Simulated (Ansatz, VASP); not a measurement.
**GaP (GaP(110)): VASP beside Ansatz**

Wanted: the spread between two codes on one cell, functional and k mesh. Of the first pair: The structure shown is the end of the VASP relaxation below. Valence electrons are named where the data sets of a main pair hold unlike numbers.

Program: Ansatz 0.2.0. Level of theory: plane waves, with VASP 6.6.1 beside it; single point at PBE and band structure at PBE. Results are calculated unless marked as measured.

### Step 1. The starting structure

The cell holds 18 atoms: 9 Ga and 9 P. Its edges and angles: a = 4.030 Å, b = 5.700 Å, c = 31.438 Å, α = 90.0°, β = 90.0°, γ = 90.0°. It derives from GaP. As first built, before any earlier steps moved the atoms (in the runner's words): 9 layers, strained by +3 % in the plane. Vacuum lies along c.

### Step 2. VASP: relaxation, PBE

This run makes the geometry at which the two programs are then compared.

Lines of VASP's logs that name or quote its potential files are left out, and so is its time.

The input, INCAR:

```
SYSTEM = GaP
PREC = Normal
ENCUT = 320
EDIFF = 1E-05
NELM = 120
ISMEAR = 0
SIGMA = 0.03
LREAL = Auto
ALGO = Fast
GGA = PE
NBANDS = 54
LORBIT = 11
LWAVE = .FALSE.
LCHARG = .FALSE.
KPAR = 2
NCORE = 2
IBRION = 2
NSW = 60
ISIF = 2
EDIFFG = -0.03
POTIM = 0.4
MAXMIX = 40
IDIPOL = 3
LDIPOL = .TRUE.
DIPOL = 0.5 0.5 0.5
```

The input, POSCAR:

```
GaP
1.0
    4.0304553866      0.0000000000      0.0000000000
    0.0000000000      5.6999246702      0.0000000000
    0.0000000000      0.0000000000     31.4376076612
Ga P
9 9
Direct
    0.0000000000      0.0000000000      0.2544722900
    0.5000000000      0.5000000000      0.3158542200
    0.0000000000      0.0000000000      0.3772361400
    0.5000000000      0.5000000000      0.4386180700
    0.0000000000      0.0000000000      0.5000000000
    0.5000000000      0.5000000000      0.5613819300
    0.0000000000      0.0000000000      0.6227638600
    0.5000000000      0.5000000000      0.6841457800
    0.0000000000      0.0000000000      0.7455277100
    0.0000000000      0.7500000000      0.3158542200
    0.5000000000      0.2500000000      0.2544722900
    0.0000000000      0.7500000000      0.4386180700
    0.5000000000      0.2500000000      0.3772361400
    0.0000000000      0.7500000000      0.5613819300
    0.5000000000      0.2500000000      0.5000000000
    0.0000000000      0.7500000000      0.6841457800
    0.5000000000      0.2500000000      0.6227638600
    0.5000000000      0.2500000000      0.7455277100
```

The input, KPOINTS:

```
Automatic mesh
0
Gamma
6 4 1
0 0 0
```

PAW data sets: Ga and P (PBE family, release 64).

The run is started by

```console
> mpirun -np 4 vasp_std
```

Numbers of over 12 decimals in the logs are rounded to 6 here.

Output:

```text
[banner, memory and clock lines left out]
running    4 mpi-ranks, on    1 nodes
 distrk:  each k-point on    2 cores,    2 groups
 distr:  one band on    2 cores,    1 groups

 POSCAR found type information on POSCAR GaP
 POSCAR found :  2 types and      18 ions
 LDA part: xc-table for (Slater+PW92), standard interpolation
 POSCAR, INCAR and KPOINTS ok, starting setup
 FFT: planning ... GRIDC
 FFT: planning ... GRID_SOFT
 FFT: planning ... GRID
 WAVECAR not read
 entering main loop
       N       E                     dE             d eps       ncg     rms          rms(c)
DAV:   1     0.288844540366E+03    0.28884E+03   -0.18876E+04  1296   0.692E+02
DAV:   2    -0.452237572217E+02   -0.33407E+03   -0.32170E+03  1720   0.154E+02
DAV:   3    -0.797464624981E+02   -0.34523E+02   -0.34061E+02  1576   0.504E+01
DAV:   4    -0.811701547381E+02   -0.14237E+01   -0.14186E+01  1784   0.116E+01
DAV:   5    -0.812166742988E+02   -0.46520E-01   -0.46483E-01  1742   0.199E+00    0.136E+01
RMM:   6    -0.783478052898E+02    0.28689E+01   -0.41100E+00  1296   0.435E+00    0.799E+00
RMM:   7    -0.781162706830E+02    0.23153E+00   -0.43114E+00  1296   0.440E+00    0.261E+00
RMM:   8    -0.780216870234E+02    0.94584E-01   -0.76479E-01  1296   0.228E+00    0.650E-01
RMM:   9    -0.779983754887E+02    0.23312E-01   -0.64576E-02  1334   0.817E-01    0.274E-01
RMM:  10    -0.780018709588E+02   -0.34955E-02   -0.24114E-02  1510   0.398E-01    0.222E-01
RMM:  11    -0.780016959095E+02    0.17505E-03   -0.56349E-03  1298   0.201E-01    0.808E-02
RMM:  12    -0.780022943904E+02   -0.59848E-03   -0.15816E-03  1378   0.116E-01    0.535E-02
RMM:  13    -0.780025064965E+02   -0.21211E-03   -0.43578E-04  1452   0.551E-02    0.326E-02
RMM:  14    -0.780027430531E+02   -0.23656E-03   -0.26354E-04  1279   0.356E-02    0.216E-02
RMM:  15    -0.780027757567E+02   -0.32704E-04   -0.50579E-05  1011   0.174E-02    0.919E-03
RMM:  16    -0.780029081272E+02   -0.13237E-03   -0.33788E-05   964   0.135E-02    0.115E-02
RMM:  17    -0.780029400561E+02   -0.31929E-04   -0.23862E-05   915   0.919E-03    0.448E-03
RMM:  18    -0.780029699161E+02   -0.29860E-04   -0.13458E-05   895   0.765E-03    0.573E-03
RMM:  19    -0.780029876085E+02   -0.17692E-04   -0.36462E-06   814   0.411E-03    0.183E-03
RMM:  20    -0.780030096918E+02   -0.22083E-04   -0.11769E-06   550   0.268E-03    0.187E-03
RMM:  21    -0.780030292870E+02   -0.19595E-04   -0.99673E-07   551   0.277E-03    0.147E-03
RMM:  22    -0.780030359041E+02   -0.66171E-05   -0.92343E-07   602   0.279E-03
   1 F= -.78003036E+02 E0= -.78003036E+02  d E =-.780030E+02
[... from here on, the cycles between the ionic steps are left out ...]
   2 F= -.78561423E+02 E0= -.78561423E+02  d E =-.558387E+00
  10 F= -.79515700E+02 E0= -.79515700E+02  d E =-.197802E-01
  11 F= -.79526971E+02 E0= -.79526971E+02  d E =-.112710E-01
  12 F= -.79528815E+02 E0= -.79528815E+02  d E =-.131146E-01
  13 F= -.79528956E+02 E0= -.79528956E+02  d E =-.132557E-01
  14 F= -.79532299E+02 E0= -.79532299E+02  d E =-.334321E-02
  15 F= -.79532436E+02 E0= -.79532436E+02  d E =-.348033E-02
  16 F= -.79535510E+02 E0= -.79535510E+02  d E =-.307337E-02
  17 F= -.79537032E+02 E0= -.79537032E+02  d E =-.459536E-02
  18 F= -.79539023E+02 E0= -.79539023E+02  d E =-.199107E-02
  19 F= -.79540963E+02 E0= -.79540963E+02  d E =-.393091E-02
 curvature:  -6.39 expect dE=-0.572E-02 dE for cont linesearch -0.366E-06
 trial: gam=-0.00539 g(F)=  0.895E-03 g(S)=  0.000E+00 ort = 0.276E-04 (trialstep = 0.122E+01)
 search vector abs. value=  0.895E-03
 bond charge predicted
       N       E                     dE             d eps       ncg     rms          rms(c)
DAV:   1    -0.795416767339E+02   -0.70863E-03   -0.14522E-02  1528   0.354E-01    0.676E-02
RMM:   2    -0.795418150741E+02   -0.13834E-03   -0.11195E-03  1296   0.115E-01    0.863E-02
RMM:   3    -0.795417771152E+02    0.37959E-04   -0.20601E-04  1310   0.513E-02    0.209E-02
RMM:   4    -0.795417752490E+02    0.18661E-05   -0.75604E-05  1295   0.282E-02
  20 F= -.79541775E+02 E0= -.79541775E+02  d E =-.812641E-03
 trial-energy change:   -0.000813  1 .order   -0.000783   -0.001092   -0.000473
 step:   2.1548(harm=  2.1548)  dis= 0.00392  next Energy=   -79.541926 (dE=-0.964E-03)
 reached required accuracy - stopping structural energy minimisation
```

Parts of OUTCAR (step 2):

```text
ion  position               nearest neighbor table
   1  0.000  0.000  0.254-  10 2.40  11 2.47  11 2.47
   2  0.500  0.500  0.316-  13 2.40  11 2.40  10 2.47  10 2.47
   3  0.000  0.000  0.377-  10 2.40  12 2.40  13 2.47  13 2.47
   4  0.500  0.500  0.439-  13 2.40  15 2.40  12 2.47  12 2.47
   5  0.000  0.000  0.500-  12 2.40  14 2.40  15 2.47  15 2.47
   6  0.500  0.500  0.561-  17 2.40  15 2.40  14 2.47  14 2.47
   7  0.000  0.000  0.623-  16 2.40  14 2.40  17 2.47  17 2.47
   8  0.500  0.500  0.684-  17 2.40  18 2.40  16 2.47  16 2.47
   9  0.000  0.000  0.746-  16 2.40  18 2.47  18 2.47
  10  0.000  0.750  0.316-   3 2.40   1 2.40   2 2.47   2 2.47
  11  0.500  0.250  0.254-   2 2.40   1 2.47   1 2.47
  12  0.000  0.750  0.439-   3 2.40   5 2.40   4 2.47   4 2.47
  13  0.500  0.250  0.377-   2 2.40   4 2.40   3 2.47   3 2.47
  14  0.000  0.750  0.561-   7 2.40   5 2.40   6 2.47   6 2.47
  15  0.500  0.250  0.500-   4 2.40   6 2.40   5 2.47   5 2.47
  16  0.000  0.750  0.684-   7 2.40   9 2.40   8 2.47   8 2.47
  17  0.500  0.250  0.623-   8 2.40   6 2.40   7 2.47   7 2.47
  18  0.500  0.250  0.746-   8 2.40   9 2.47   9 2.47

  LATTYP: Found a simple orthorhombic cell.
 ALAT       =     4.0304553866
 B/A-ratio  =     1.4142135624
 C/A-ratio  =     7.8000138063

 Subroutine GETGRP returns: Found  4 space group operations
 (whereof  4 operations were pure point group operations)

The static configuration has the point symmetry C_2v.

 Found     12 irreducible k-points:

   k-points           NKPTS =     12   k-points in BZ     NKDIM =     12   number of bands    NBANDS=     54

   dimension x,y,z NGX =    18 NGY =   28 NGZ =  140
   dimension x,y,z NGXF=    36 NGYF=   56 NGZF=  280

   ENCUT  =  320.0 eV  23.52 Ry    4.85 a.u.   5.88  8.31 45.85*2*pi/ulx,y,z

   NELECT =      72.0000    total number of electrons

 k-points in reciprocal lattice and weights: Automatic mesh
   0.00000000  0.00000000  0.00000000       0.042
   0.16666667  0.00000000  0.00000000       0.083
   0.33333333  0.00000000  0.00000000       0.083
   0.50000000  0.00000000  0.00000000       0.042
   0.00000000  0.25000000  0.00000000       0.083
   0.16666667  0.25000000  0.00000000       0.167
   0.33333333  0.25000000  0.00000000       0.167
   0.50000000  0.25000000  0.00000000       0.083
   0.00000000  0.50000000  0.00000000       0.042
   0.16666667  0.50000000  0.00000000       0.083
   0.33333333  0.50000000  0.00000000       0.083
   0.50000000  0.50000000  0.00000000       0.042

 dipolmoment           0.000000      0.000000      0.000000 electrons x Angstroem

 average (electrostatic) potential at core
       1 -18.2572       2 -18.0073       3 -18.0952       4 -18.0598       5 -18.0801
       6 -18.0598       7 -18.0952       8 -18.0073       9 -18.2572      10 -89.0017
      11 -88.5549      12 -89.0063      13 -88.9487      14 -89.0063      15 -88.9755
      16 -89.0017      17 -88.9487      18 -88.5549

 E-fermi :  -0.9752

 k-point     1 :       0.0000    0.0000    0.0000
  band No.  band energies     occupation
    ...
     32      -1.3930      2.00000
     33      -1.2133      2.00000
     34      -1.1939      2.00000
     35      -1.1327      2.00000
     36      -1.1049      2.00000
     37       0.2759      0.00000
     38       0.6112      0.00000
     39       0.6420      0.00000
     40       0.8954      0.00000
     41       0.9932      0.00000
    ...

 k-point     2 :       0.1667    0.0000    0.0000
  band No.  band energies     occupation
    ...
     32      -2.1177      2.00000
     33      -1.8826      2.00000
     34      -1.7440      2.00000
     35      -1.4861      2.00000
     36      -1.1794      2.00000
     37       1.1881      0.00000
     38       1.3671      0.00000
     39       1.5319      0.00000
     40       1.7536      0.00000
     41       1.8121      0.00000
    ...

 k-point     3 :       0.3333    0.0000    0.0000
  band No.  band energies     occupation
    ...
     32      -2.5595      2.00000
     33      -2.4563      2.00000
     34      -2.0444      2.00000
     35      -1.7023      2.00000
     36      -1.3982      2.00000
     37       0.6033      0.00000
     38       0.7495      0.00000
     39       1.0277      0.00000
     40       1.3411      0.00000
     41       1.5348      0.00000
    ...

  Total      -14.4085377     -9.1009871     -0.4515335      0.0000000      0.0000000      0.0000000
  in kB      -31.9637530    -20.1895370     -1.0016774      0.0000000      0.0000000      0.0000000
  external PRESSURE =     -17.7183225 kB  Pullay stress =       0.0000000 kB

  energy-cutoff  :      320.00
  volume of cell :      722.23
      direct lattice vectors                 reciprocal lattice vectors
     4.030455387  0.000000000  0.000000000     0.248110921  0.000000000  0.000000000
     0.000000000  5.699924670  0.000000000     0.000000000  0.175440915  0.000000000
     0.000000000  0.000000000 31.437607661     0.000000000  0.000000000  0.031809036

 POSITION                                       TOTAL-FORCE (eV/Angst)
 -----------------------------------------------------------------------------------
      0.00000      0.34867      8.45813         0.000000     -0.007478      0.003447
      2.01523      2.79595      9.85317         0.000000     -0.004096      0.023945
      0.00000      5.66402     11.87889        -0.000000     -0.012371     -0.024354
      2.01523      2.80531     13.77600         0.000000     -0.003732      0.005477
      0.00000      5.66528     15.71880         0.000000      0.024564     -0.000000
      2.01523      2.80531     17.66161         0.000000     -0.003732     -0.005477
      0.00000      5.66402     19.55872         0.000000     -0.012371      0.024354
      2.01523      2.79595     21.58444        -0.000000     -0.004096     -0.023945
      0.00000      0.34867     22.97948         0.000000     -0.007478     -0.003447
      4.03046      4.18628      9.93011         0.000000     -0.014152      0.011619
      2.01523      1.47317      7.83846         0.000000      0.016131      0.016617
      0.00000      4.20341     13.79257        -0.000000      0.010265      0.007192
      2.01523      1.36947     11.84027        -0.000000      0.006718     -0.013056
      0.00000      4.20341     17.64504        -0.000000      0.010265     -0.007192
      2.01523      1.36646     15.71880         0.000000     -0.007135     -0.000000
      0.00000      4.18628     21.50750         0.000000     -0.014152     -0.011619
      2.01523      1.36947     19.59733         0.000000      0.006718      0.013056
      2.01523      1.47317     23.59915         0.000000      0.016131     -0.016617
 -----------------------------------------------------------------------------------
    total drift:                                0.000000     -0.030644     -0.000006

  FREE ENERGIE OF THE ION-ELECTRON SYSTEM (eV)
  ---------------------------------------------------
  free  energy   TOTEN  =       -79.5417752490 eV

  energy  without entropy=      -79.5417752490  energy(sigma->0) =      -79.54177525

 reached required accuracy - stopping structural energy minimisation

 vacuum level on the upper side and lower side of the slab         4.036         4.036

 total charge
# of ion       s       p       d       tot
------------------------------------------
    1        1.133   1.006   0.114   2.252
    2        1.059   1.128   0.141   2.329
    3        1.060   1.132   0.136   2.328
    4        1.062   1.140   0.139   2.341
    5        1.061   1.136   0.138   2.334
    6        1.062   1.140   0.139   2.341
    7        1.060   1.132   0.136   2.328
    8        1.059   1.128   0.141   2.329
    9        1.133   1.006   0.114   2.252
   10        1.033   1.471   0.000   2.504
   11        1.071   1.404   0.000   2.475
   12        1.030   1.473   0.000   2.503
   13        1.032   1.468   0.000   2.500
   14        1.030   1.473   0.000   2.503
   15        1.030   1.473   0.000   2.503
   16        1.033   1.471   0.000   2.504
   17        1.032   1.468   0.000   2.500
   18        1.071   1.404   0.000   2.475
--------------------------------------------------
tot         19.052  23.052   1.198  43.302

[... 3 further parts left out ...]
```

The gap is read on the k-mesh alone, so it is an upper bound where the band edges lie off the mesh. The data set Ga keeps the semicore shell frozen, which is cheaper and a little less accurate. The run keeps the 4 symmetry operations of its start, so it cannot find a distortion of lower symmetry.

(Continued in part 2 of 3.)

[Lines on the potential files, build, host, timing and source positions are cut from VASP's logs without a mark.]

[Logs are printed without paths, hosts, clocks, repeated set-up lines and the standing remarks that a program may print on its own settings, such as how far it seeks lower states.]

[Hosts, paths, dates, database ids (printed as entryN), source tags and the programs' standing remarks are cut or masked in the printed files.]
